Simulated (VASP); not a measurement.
Pb, 2 atoms in the cell. Symmetry: P6_3/mmc, No. 194, hexagonal system. The conventional cell has a = 3.547 Å, b = 3.547 Å, c = 5.847 Å, α = 90.00°, β = 90.00°, γ = 120.00°. Around Pb (site symmetry -6m2) lie 12 Pb at 3.55 to 3.57 Å. This isn't the form of Pb at room conditions, which is fcc. The cell isn't the ideal one: relaxed again under DFT PBE, scalar-relativistic, plane waves, PAW.

```yaml
Program: VASP 6.6.1
Task: single point
Functional: PBE
Potentials_or_basis: VASP PAW PBE potentials, release 64 (Pb_d)
Cutoff: 520 eV
k_mesh: 15 × 15 × 8
Occupations: gaussian, width 0.1 eV
Spin: no spin polarisation
Dipole_correction: no
Further_INCAR_settings: ALGO = Fast; EDIFF = 1e-06; NBANDS = 21
```

Potentials or basis: VASP PAW PBE potentials, release 64 (Pb_d).

The run is started by

```console
$ cat potpaw_PBE.64/Pb_d/POTCAR > POTCAR
$ mpirun -np 1 vasp_std > vasp.out
```

Hardware: 1 thread of Intel(R) Xeon(R) 6975P-C (Granite Rapids), with other jobs on the host.

How long does it take, and how much memory?

Wall time 70 s on 1 thread of Intel(R) Xeon(R) 6975P-C (Granite Rapids) (shared host), peak memory 0.28 GiB. Counts: scf iterations 14, k points 135.
